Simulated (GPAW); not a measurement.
Crystal: Fe.

```
CELL_PARAMETERS angstrom
-1.44300 1.44300 1.44300
1.44300 -1.44300 1.44300
1.44300 1.44300 -1.44300
ATOMIC_POSITIONS crystal
Fe 0.00000 0.00000 0.00000
```

Program: GPAW 26.7.0. Alike in all runs: spin collinear, ferromagnetic start; cell as given; cutoff (eV) 600.

Problem. Order these runs on this cell by their pressure, lowest first.
A. level PBE+U; potentials or basis GPAW PAW data sets (gpaw-data 1.2.1), pw; U Fe d U = 4 eV; k mesh 13 × 13 × 13; smearing methfessel-paxton 0.1 eV; smearing order 1; older calculator (legacy_gpaw) yes
B. level RPBE; potentials or basis the program's PAW data sets (release 1.2.1) made for this functional, pw; k mesh 13 × 13 × 13; smearing gaussian 0.1 eV
C. level PBE; potentials or basis GPAW PAW data sets (gpaw-data 1.2.1), pw; k mesh 13 × 13 × 13; smearing gaussian 0.013 eV
D. level PBE; potentials or basis GPAW PAW data sets (gpaw-data 1.2.1), pw; k mesh 10 × 10 × 10; smearing fermi-dirac 0.05 eV; band path GHNGPH,PN; band points 80
E. level LDA+U; potentials or basis the program's PAW data sets (release 1.2.1) made for this functional, pw; U Fe d U = 4 eV; k mesh 10 × 10 × 10; smearing fermi-dirac 0.05 eV; band path GHNGPH,PN; band points 60

Solution. D (-9.6 GPa), C (-8.0 GPa), E (-4.2 GPa), B (-1.3 GPa), A (17.1 GPa).

Caveats: the U is typed as a test and isn't derived for this compound (some runs); this smearing can pin the Fermi level at a band edge (some runs).

Not every run made on this cell is shown here.
